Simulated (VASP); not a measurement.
# RuS (Fm-3m) in VASP: a series of runs, part 2 of 2

VASP 6.6.1.

**5. Single point, LDA+U, non-collinear spin, random start, spin-orbit coupling**

This run uses another cell than the first one: it holds 2 atoms, not 4.

INCAR

```
PREC = Accurate ; ENCUT = 520
EDIFF = 1E-7 ; ISMEAR = 0
SIGMA = 0.05 ; LREAL = F
LASPH = T ; NELM = 100
ALGO = Normal ; ISIF = 2
LWAVE = F ; LCHARG = F
LNONCOLLINEAR = T ; MAGMOM = -0.15 -0.006 0.056 0 0 0
LORBIT = 11 ; LSORBIT = T
GGA_COMPAT = F ; LORBMOM = T
LMAXMIX = 4 ; LDAU = T
LDAUTYPE = 2 ; LDAUL = 2 -1
LDAUU = 4 0 ; LDAUJ = 0 0
LDAUPRINT = 1 ; GGA = CA
```

KPOINTS

```
Automatic mesh
0
Gamma
  6 6 6
```

POSCAR

```
RuS
1.0
    0.0000000000      2.5467554600      2.5467554600
    2.5467554600      0.0000000000      2.5467554600
    2.5467554600      2.5467554600      0.0000000000
Ru S
1 1
Direct
    0.5000000000      0.5000000000      0.5000000000
    0.0000000000      0.0000000000      0.0000000000
```

Potentials or basis: VASP PAW LDA potentials, release 64 (Ru_pv, S).

Run with:

```
cat potpaw_LDA.64/Ru_pv/POTCAR potpaw_LDA.64/S/POTCAR > POTCAR
mpirun -np 1 vasp_ncl > vasp.out
```

OUTCAR:

```text
PREC = Accurate
   ENCUT = 520
   EDIFF = 1E-7
   ISMEAR = 0
   LREAL = F
   LASPH = T
   NELM = 100
   ISIF = 2
   LNONCOLLINEAR = T
   LORBIT = 11
   LSORBIT = T
   GGA = CA

 ion  position               nearest neighbor table
   1  0.500  0.500  0.500-   2 2.55   2 2.55   2 2.55   2 2.55   2 2.55   2 2.55
   2  0.000  0.000  0.000-   1 2.55   1 2.55   1 2.55   1 2.55   1 2.55   1 2.55

  LATTYP: Found a face centered cubic cell.
 ALAT       =     5.0935109200

  Lattice vectors:

 A1 = (   0.0000000000,   2.5467554600,   2.5467554600)
 A2 = (   2.5467554600,   0.0000000000,   2.5467554600)
 A3 = (   2.5467554600,   2.5467554600,   0.0000000000)

Analysis of symmetry for initial positions (statically):
=====================================================================
 Subroutine PRICEL returns:
 Original cell was already a primitive cell.

 Routine SETGRP: Setting up the symmetry group for a
 face centered cubic supercell.

 Subroutine GETGRP returns: Found 48 space group operations
 (whereof 48 operations were pure point group operations)
[... 1069 lines left out ...]
     0.0000000     0.0000000     0.0000000     0.0000000     0.0000000     0.0000000     0.0000000
     0.0000000     0.0000000     0.0000000     0.0000000     0.0000000     0.0000000     0.0000000
     0.0000000     0.0000000     0.0000000     0.0000000     0.0000000     0.0000000     0.0000000
     0.0000000     0.0000000     0.0000000     0.0000000     0.0000000     0.0000000     0.0000000
     0.0000000     0.0000000     0.0000000     0.0000000     0.0000000     0.0000000     0.0000000
     0.0000000     0.0000000     0.0000000     0.0000000     0.0000000     0.0000000     0.0000000

 Ion:    2  E_soc:      0.0012343
 l=   1
     0.0000000     0.0002047     0.0002051
     0.0002047     0.0000000     0.0002073
     0.0002051     0.0002073     0.0000000
 l=   2
     0.0000000     0.0000000     0.0000000     0.0000000     0.0000000
     0.0000000     0.0000000     0.0000000     0.0000000     0.0000000
     0.0000000     0.0000000     0.0000000     0.0000000     0.0000000
     0.0000000     0.0000000     0.0000000     0.0000000     0.0000000
     0.0000000     0.0000000     0.0000000     0.0000000     0.0000000
 l=   3
     0.0000000     0.0000000     0.0000000     0.0000000     0.0000000     0.0000000     0.0000000
     0.0000000     0.0000000     0.0000000     0.0000000     0.0000000     0.0000000     0.0000000
     0.0000000     0.0000000     0.0000000     0.0000000     0.0000000     0.0000000     0.0000000
     0.0000000     0.0000000     0.0000000     0.0000000     0.0000000     0.0000000     0.0000000
     0.0000000     0.0000000     0.0000000     0.0000000     0.0000000     0.0000000     0.0000000
     0.0000000     0.0000000     0.0000000     0.0000000     0.0000000     0.0000000     0.0000000
     0.0000000     0.0000000     0.0000000     0.0000000     0.0000000     0.0000000     0.0000000

 total charge

# of ion       s       p       d       tot
------------------------------------------
    1        0.232   6.136   6.098  12.466
    2        1.305   2.358   0.000   3.663
--------------------------------------------------
tot          1.537   8.494   6.098  16.129

 magnetization (x)

# of ion       s       p       d       tot
------------------------------------------
    1       -0.001  -0.001  -0.062  -0.063
    2       -0.000  -0.007   0.000  -0.007
--------------------------------------------------
tot         -0.001  -0.008  -0.062  -0.070

 magnetization (y)

# of ion       s       p       d       tot
------------------------------------------
    1       -0.000  -0.000  -0.009  -0.009
    2       -0.000  -0.001   0.000  -0.001
--------------------------------------------------
tot         -0.000  -0.001  -0.009  -0.011

 magnetization (z)

# of ion       s       p       d       tot
------------------------------------------
    1        0.001   0.001   0.058   0.060
    2        0.000   0.007   0.000   0.007
--------------------------------------------------
tot          0.001   0.007   0.058   0.067
```

It took 9.9 min on 1 thread of Intel Xeon Platinum 8488C (Sapphire Rapids), shared host; peak memory 0.32 GiB.

What came out:

```
Free energy                                           : -10.7934 eV
Pressure                                              : -15.4 GPa
Net moment                                            : 0.10 μB per cell
Valence electrons inside the program's atomic spheres : Ru 12.47; S 3.66
```

Moments on the atoms (μB; x, y, z):
```
Ru  -0.06 -0.01  0.06
S   -0.01  0.00  0.01
```

The state reached can hang on the start; a lower one may exist.

**6. Single point, r2SCAN+U, collinear spin, ferromagnetic start**

This run uses another cell than the first one: it holds 2 atoms, not 4.

INCAR

```
ALGO     = Normal         # electronic algorithm
EDIFF    = 1E-6           # SCF threshold, eV
ENCUT    = 520            # plane-wave cutoff, eV
ISIF     = 2              # what is computed and relaxed
ISMEAR   = 0              # smearing method
ISPIN    = 2              # spin polarisation
LASPH    = T              # aspherical terms in the spheres
LCHARG   = F              # write CHGCAR
LDAU     = T              # DFT+U
LDAUJ    = 0 0          
LDAUL    = 2 -1           # shell
LDAUPRINT= 1            
LDAUTYPE = 2            
LDAUU    = 6 0            # U, eV
LMAXMIX  = 4              # l up to which the mixer works
LMIXTAU  = T            
LORBIT   = 11             # projections on sites
LREAL    = F              # projectors in reciprocal space
LWAVE    = F              # write WAVECAR
MAGMOM   = 1 0            # initial moments
METAGGA  = R2SCAN         # meta-GGA
NBANDS   = 21             # bands
NELM     = 60             # most SCF steps
PREC     = Accurate       # precision mode
SIGMA    = 0.05           # smearing width, eV
```

KPOINTS

```
k-points
0
Gamma
  6 6 6
```

POSCAR is that of step 5.

Potentials or basis: VASP PAW PBE potentials, release 64 (Ru_pv, S).

Run with:

```
cat potpaw_PBE.64/Ru_pv/POTCAR potpaw_PBE.64/S/POTCAR > POTCAR
mpirun -np 1 vasp_std > vasp.out
```

It took 2 min on 1 thread of Intel Xeon Platinum 8488C (Sapphire Rapids), shared host; peak memory 0.19 GiB.

Results (log left out):

* Free energy: -27.6575 eV
* Pressure: 15.8 GPa
* Band gap on the k mesh: none (metal or under the smearing width)
* Net moment: 3.70 μB per cell
* Site moments: Ru +3.40; S +0.22 μB
* Valence electrons inside the program's atomic spheres: Ru 12.23; S 3.80

Levels at points of the mesh, in eV from the Fermi level:
Spin up:
| k point | band 9 | band 10 | band 11 | band 12 | band 13 | band 14 | band 15 | band 16 |
| --- | --- | --- | --- | --- | --- | --- | --- | --- |
| (0.00, 0.00, 0.00) | -6.95 | -2.67 | -2.67 | -2.67 | 2.77 | 5.36 | 10.05 | 10.06 |
| (0.50, 0.00, 0.00) | -6.10 | -4.48 | 0.52 | 0.52 | 3.05 | 5.35 | 6.22 | 6.22 |
| (0.50, 0.50, 0.00) | -5.80 | -4.61 | -4.18 | -4.18 | 1.67 | 5.36 | 6.97 | 10.99 |
Spin down:
```
           k point  band 5  band 6  band 7  band 8  band 9  band 10  band 11  band 12
(0.00, 0.00, 0.00)   -2.26   -2.26   -2.26   -1.39   -1.39    -1.39     0.07     0.07
(0.50, 0.00, 0.00)   -7.79   -4.76   -4.76    0.45    0.45     0.88     3.38     5.31
(0.50, 0.50, 0.00)   -6.42   -3.85   -3.85   -2.88    0.82     0.82     0.93     2.48
```

Eigenvalues of the final occupation matrices:
```csv
site,spin,trace,eigenvalues
site 1 d,1,4.58,0.91 0.91 0.91 0.92 0.92
site 1 d,2,1.25,0.15 0.15 0.32 0.32 0.32
```

Caveat: the PAW data sets were made with another functional, which shifts forces and pressure a little. The state reached can hang on the start; a lower one may exist.

**7. Summary**

| level | potentials or basis | spin | U | fixed moment (μB) | supercell matrix | gap on the mesh (eV) | pressure (GPa) | moment (μB) |
| --- | --- | --- | --- | --- | --- | --- | --- | --- |
| LDA+U | VASP PAW LDA potentials, release 64 (Ru_pv, S) | collinear, ferrimagnetic start | Ru d U = 4 eV | - | [1, 0, 0, 0, 1, 0, 0, 0, 2] | none | -17.4 | 1.90 |
| LDA+U | VASP PAW LDA potentials, release 64 (Ru_pv, S) | collinear, ferromagnetic start | Ru d U = 4 eV | 4 | - | - | 7.2 | 4.00 |
| LDA+U | VASP PAW LDA potentials, release 64 (Ru_pv, S) | non-collinear, random start, SOC | Ru d U = 4 eV | - | - | - | -15.4 | 0.10 |
| r2SCAN+U | VASP PAW PBE potentials, release 64 (Ru_pv, S) | collinear, ferromagnetic start | Ru d U = 6 eV | - | - | none | 15.8 | 3.70 |

Alike in all rows: task single point; cell as given; k mesh 6 × 6 × 6; cutoff (eV) 520; smearing gaussian 0.05 eV.

Caveats: the moment is held away from its start (some runs); the total moment is fixed, so each spin has its own Fermi level (some runs); the PAW data sets were made with another functional, which shifts forces and pressure a little (some runs).

Total energies depend on the potentials used, so only differences within one code and one set of settings carry meaning.
